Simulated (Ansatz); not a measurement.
The system is La2O3.

```xyz
5
Lattice="6.2668 0.0000 0.0000 -3.1334 5.4272 0.0000 0.0000 0.0000 3.2998" Properties=species:S:1:pos:R:3 pbc="T T T"
La    3.1334    1.8091    1.6499
La    0.0000    3.6181    1.6499
O     3.1836    0.0000    0.0000
O    -1.5918    2.7571    0.0000
O     1.5416    2.6701    0.0000
```

The cell comes from a database or a generator and needn't be the stable form of this composition.

Base run:

* Program: Ansatz 0.2.0
* Functional: HSE06
* Potentials or basis: Ansatz PAW
* Cutoff: 420 eV
* Density cutoff: 1680 eV
* k mesh: 4 × 4 × 6
* Occupations: fermi-dirac, width 0.05 eV
* Spin: no spin polarisation

Its results: band gap on the k mesh 2.76 eV, indirect (least direct gap 3.27 eV); largest force 0.060 eV/Å.

Task: After a change of settings the same cell gave: band gap on the k mesh 3.51 eV, indirect (least direct gap 4.01 eV); largest force 0.059 eV/Å. Which change was it?
A. functional from HSE06 to r2SCAN; cutoff from 420 eV to 500 eV; density cutoff from 1680 eV to 2000 eV; k mesh from 4 × 4 × 6 to 5 × 5 × 8
B. functional from HSE06 to LDA; k mesh from 4 × 4 × 6 to 5 × 5 × 8
C. functional from HSE06 to PBE0

Result: C.

Caveats: the magnetic or orbital state may not be the lowest; spin-orbit coupling is left out, which moves the levels of the heavy elements; the PAW data sets come from PBE, with cores solved anew for the run's functional, which leaves a small shift of forces and pressure.

Not every run made on this cell is shown here.
